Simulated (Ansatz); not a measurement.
Cu2O (Cuprite):

```xyz
6
Lattice="4.2600 0.0000 0.0000 0.0000 4.2600 0.0000 0.0000 0.0000 4.2600" Properties=species:S:1:pos:R:3 pbc="T T T"
Cu    3.1950    1.0650    3.1950
Cu    3.1950    3.1950    1.0650
Cu    1.0650    3.1950    3.1950
Cu    1.0650    1.0650    1.0650
O     2.1300    2.1300    2.1300
O     0.0000    0.0000    0.0000
```

Base run:

* Program: Ansatz 0.2.0
* Functional: LDA
* Potentials or basis: Ansatz PAW
* Cutoff: 420 eV (not typed: the program's choice for these potentials)
* k mesh: 6 × 6 × 6
* Occupations: fermi-dirac, width 0.05 eV
* Spin: no spin polarisation

Its results: band gap on the k mesh 0.54 eV, direct; pressure -8.4 GPa.

Task: The run is repeated on the same cell with these changes: functional from LDA to r2SCAN; cutoff from 420 eV (not typed: the program's choice for these potentials) to 500 eV (not typed: the program's choice for these potentials). What comes out?

Result: Band gap on the k mesh 0.77 eV, direct; pressure -1.2 GPa.

r2SCAN gives the wider gap, since meta-GGAs in the generalised Kohn-Sham scheme recover part of the derivative discontinuity.

Caveats: the PAW data sets come from PBE, with cores solved anew for the run's functional, which leaves a small shift of forces and pressure.
